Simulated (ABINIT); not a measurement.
# GaN: single point with PBEsol

**What was measured.**

A printed reference work, textbook reports, for a bulk crystal of GaN at 0 K: band gap 3.299 eV (direct).

The system is GaN.

```
CELL_PARAMETERS angstrom
0.00000 2.25350 2.25350
2.25350 0.00000 2.25350
2.25350 2.25350 0.00000
ATOMIC_POSITIONS crystal
Ga 0.00000 0.00000 0.00000
N 0.25000 0.25000 0.25000
```

The cell is a database's computed one.

```json
{"Program": "ABINIT 10.8.3 (patched build)", "Task": "single point", "Functional": "PBEsol", "Potentials or basis": "PseudoDojo NC SR PBEsol v0.4.1 standard", "Cutoff": "980 eV", "k mesh": "8 × 8 × 8", "Occupations": "fermi-dirac, width 0.05 eV", "Spin": "no spin polarisation"}
```

```
Pressure                                              : -3.0 GPa
Band gap on the k mesh                                : 1.70 eV, direct
Valence electrons inside the program's atomic spheres : Ga 10.88; N 5.20
```

Levels at points of the mesh, in eV from the valence-band top:
```tsv
k point	band 5	band 6	band 7	band 8	band 9	band 10	band 11	band 12	band 13
(0.00, 0.00, 0.00)	-13.24	-13.24	0.00	0.00	0.00	1.70	10.25	10.25	10.25
(0.50, 0.00, 0.00)	-13.19	-11.92	-7.10	-0.97	-0.97	4.59	8.64	10.29	10.29
(0.50, 0.50, 0.00)	-13.16	-11.46	-6.17	-2.72	-2.72	3.25	6.58	11.58	13.87
```

It took 22 s on 1 thread of Arm Neoverse V1 (shared host), peak memory 0.07 GiB.

Against the measured gap of GaN, 3.299 eV (direct; 0 K; a printed reference work, textbook), the calculated 1.70 eV is off by -1.59 eV. Spin-orbit coupling on Ga is left out. The value is that of PBEsol, without temperature or zero-point motion. Semilocal functionals fall short of measured gaps as a rule. The cell is a database's relaxed one, not the measured one, which moves gaps too.
